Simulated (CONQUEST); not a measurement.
**Si2Mo in CONQUEST: convergence with smearing width**

Input of the first run (smearing width 0.4 eV); the others differ in this setting and in those tied to it:

Conquest_input

```
IO.Title Si2Mo
IO.Coordinates coords.dat
IO.FractionalAtomicCoords T
IO.Iprint 2
IO.Iprint_init 1
General.NumberOfSpecies 2
General.PseudopotentialType hamann
AtomMove.TypeOfRun static
AtomMove.FullStress T
Grid.GridCutoff 120
DM.SolutionMethod diagon
Diag.MPMesh T
Diag.GammaCentred T
Diag.MPMeshX 7
Diag.MPMeshY 7
Diag.MPMeshZ 3
Diag.kT 0.01469973
minE.SCTolerance 1e-6
Diag.SmearingType 1
Diag.MPOrder 1
SC.MaxIters 100
IO.AtomChargeOutput T
%block ChemicalSpeciesLabel
1 95.940 Mo
2 28.090 Si
%endblock
```

Contents of coords.dat:

```
    6.0471235988     0.0000000000     0.0000000000
    0.0000000000     6.0471235988     0.0000000000
    0.0000000000     0.0000000000    14.8551370657
6
  0.0038425000   0.0031695000   0.0004405000 1 T T T
  0.5038425000   0.5031695000   0.5004405000 1 T T T
  0.4955100000   0.5089070000   0.1659290000 2 T T T
  0.9955100000   0.0089070000   0.6659290000 2 T T T
  0.4980135000   0.4972005000   0.8324345000 2 T T T
  0.9980135000   0.9972005000   0.3324345000 2 T T T
```

Potentials or basis: PseudoDojo NC PBE, SZP, grid cutoff 120 Ha.

The run is started by

```console
$ OMP_NUM_THREADS=1 Conquest
```

The cell isn't the ideal one: atoms moved at random.

Hardware: 1 thread of AMD EPYC 7B13 (Zen 3), on a shared host.

The values tried are 0.4 eV, 0.3 eV, 0.2 eV, 0.1 eV, 0.05 eV, 0.025 eV, 0.01 eV, 0.005 eV, loosest first. From which on does the largest force stay within 0.005 eV/Å of the tightest run that finished?

From 0.1 eV on.

```csv
smearing width,energy less the tightest run (meV/atom),pressure (GPa),largest force (eV/Å),SCF cycles,CPU time (s),peak memory (GiB)
0.4 eV,0.66,9.84,0.426,7,54,0.72
0.3 eV,0.22,9.86,0.434,7,54,0.72
0.2 eV,-0.07,9.87,0.448,7,54,0.72
0.1 eV,-0.13,9.88,0.441,7,52,0.72
0.05 eV,-0.03,9.88,0.440,7,54,0.72
0.025 eV,0.01,9.89,0.441,7,54,0.72
0.01 eV,0.00,9.89,0.441,7,56,0.72
0.005 eV,0.00,9.89,0.441,7,55,0.72
```

Against the tightest run, the energy stays within 1 meV/atom from 0.4 eV on; the pressure stays within 0.1 GPa from 0.4 eV on. Narrower smearing needs a denser k mesh, so at a fixed mesh the narrowest width isn't the most accurate. The tightest run that finished is the yardstick and may itself not be fully converged.

Caveat, for the tightest run too: the atomic basis is small; the basis of atomic orbitals isn't converged, which shifts pressures, moduli and gaps.
